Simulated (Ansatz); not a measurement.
Method: Ansatz, DFT PBE, scalar-relativistic, plane waves, PAW. All cells share a 420 eV cutoff and Γ-centred k meshes spaced at most about 0.3 Å⁻¹ (about 0.25 or finer for metals, 2π included). No spin polarisation.

All energies are static (0 K, no zero-point motion).

Question: Order these relaxed structures of Hf₄C by energy, lowest first, with the energy over the lowest of them.
1.

```
CELL_PARAMETERS angstrom
-2.27984 2.27984 4.63283
2.27984 -2.27984 4.63283
2.27984 2.27984 -4.63283
ATOMIC_POSITIONS crystal
Hf 0.75998 0.75998 0.00000
Hf 0.50000 0.00000 0.50000
Hf 0.00000 0.50000 0.50000
Hf 0.24002 0.24002 0.00000
C 0.00000 0.00000 0.00000
```

2.

```
CELL_PARAMETERS angstrom
1.62781 0.93982 10.42870
-1.62781 0.93982 10.42870
0.00000 -1.87963 10.42870
ATOMIC_POSITIONS crystal
Hf 0.62626 0.62626 0.62626
Hf 0.37374 0.37374 0.37374
Hf 0.12740 0.12740 0.12740
Hf 0.87260 0.87260 0.87260
C 0.00000 0.00000 0.00000
```

3.

```
CELL_PARAMETERS angstrom
5.23501 0.00000 0.00000
0.00000 3.26992 0.00000
-0.05716 0.00000 5.59988
ATOMIC_POSITIONS crystal
Hf 0.74403 0.00000 0.32419
Hf 0.25598 0.00000 0.67581
Hf 0.24787 0.50000 0.16291
Hf 0.75213 0.50000 0.83709
C 0.00000 0.00000 0.00000
```

4.

```
CELL_PARAMETERS angstrom
3.24760 0.00000 0.00000
-1.62380 2.81250 0.00000
0.00000 0.00000 10.36369
ATOMIC_POSITIONS crystal
Hf 0.66667 0.33333 0.87576
Hf 0.33333 0.66667 0.12424
Hf 0.66667 0.33333 0.38196
Hf 0.33333 0.66667 0.61804
C 0.00000 0.00000 0.00000
```

Answer: 4 (0 meV/atom), 2 (17 meV/atom), 3 (59 meV/atom), 1 (81 meV/atom). Forms: cell 4 P-3m1; cell 2 R-3m; cell 3 P2/m; cell 1 I4/mmm. Counting Hf atoms around C (those within 1.25 times the shortest such distance or 1.15 times the sum of covalent radii): cell 4 has C 6; cell 2 has C 6; cell 3 has C 6; cell 1 has C 6. All come from invented guesses.

For metals, differences of a few meV/atom aren't resolved. Spin–orbit coupling, which can matter for Hf, is left out. Cells relaxed within their symmetry can be saddle points. Some structure types and database cells were kept out of the candidates from the start, so a known form may be missing.
